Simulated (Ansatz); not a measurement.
# Ta2C: hydrostatic pressure series

Theory: DFT PBEsol, scalar-relativistic, plane waves, PAW in Ansatz. Run with 420 eV cutoff, 18×18×8 k-mesh, Gaussian smearing of 0.10 eV, no spin polarisation.

The relaxed crystal:

```yaml
crystal:
  lattice:
    - [3.09530, 0.00000, 0.00000]
    - [-1.54765, 2.68061, 0.00000]
    - [0.00000, 0.00000, 4.92108]
  atoms:
    - { symbol: Ta, position: [0.33333, 0.66667, 0.25288] }
    - { symbol: Ta, position: [0.66667, 0.33333, 0.74712] }
    - { symbol: C, position: [0.00000, 0.00000, 0.00000] }
```

Cell and atoms are relaxed at each pressure within the symmetry of the start, at zero temperature, so transitions that lower the symmetry aren't seen. The k-mesh given is that at zero pressure and may differ at others. a, b and c are the lengths of the cell vectors above.

Spin–orbit coupling is left out, which can shift energies with elements as heavy as these.

| P (GPa) | V (Å³/atom) | V/V0 | a (Å) | b (Å) | c (Å) |
| --- | --- | --- | --- | --- | --- |
| -2 | 13.71 | 1.008 | 3.103 | 3.103 | 4.933 |
| 0 | 13.61 | 1.000 | 3.095 | 3.095 | 4.921 |
| 2 | 13.51 | 0.993 | 3.088 | 3.088 | 4.909 |
| 5 | 13.37 | 0.982 | 3.077 | 3.077 | 4.893 |
| 10 | 13.15 | 0.966 | 3.060 | 3.060 | 4.867 |
| 20 | 12.76 | 0.938 | 3.028 | 3.028 | 4.821 |
| 40 | 12.12 | 0.891 | 2.975 | 2.975 | 4.744 |

**Question.** What bulk modulus and pressure derivative fit these points?

**Answer.** A third-order Birch–Murnaghan fit gives B0 = 272 GPa and B0' = 4.2.